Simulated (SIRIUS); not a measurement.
Runs of SIRIUS 7.10.0 on Ag. The typed cell holds 2 atoms: a = 2.924 Å, b = 2.942 Å, c = 4.790 Å, α = 90.09°, β = 90.81°, γ = 120.20°. This isn't the form of Ag at room conditions, which is fcc.

| level | gap on the mesh (eV) | pressure (GPa) | largest force (eV/Å) |
| --- | --- | --- | --- |
| revPBE | none | (b) | 0.06 |
| PW91 | none | (a) | 0.06 |
| LDA | none | -8.6 | 0.04 |
| HLE16 | none | -6.2 | 0.03 |
| AM05 | none | -4.0 | 0.05 |
| BLYP | none | 9.2 | 0.06 |
| RPBE | none | 6.3 | 0.06 |
| LDA-VWN | none | -8.6 | 0.04 |
| XLYP | none | 10.5 | 0.07 |
| PBEsol | none | -4.3 | 0.05 |

Alike in all rows: task single point; potentials or basis PseudoDojo 0.4.1 PBE standard (scalar relativistic); no spin polarisation; cell as given; k mesh 4 × 4 × 3; cutoff (eV) 1127; smearing fermi-dirac 0.05 eV; the mesh is coarse, so values aren't converged.

Q: Estimate the missing entries.

A: (a) 2.2; (b) 5.2.

Caveats: all runs use coarse meshes; the potentials were made for another functional, which shifts forces and pressure; the potentials were made for a functional far from this one (some runs).

A k mesh can miss the band edges, and the runs leave out spin-orbit coupling on Ag.

A gap of «none» marks a metal or a gap under the smearing width.

Runs at the PBE level aren't shown here.
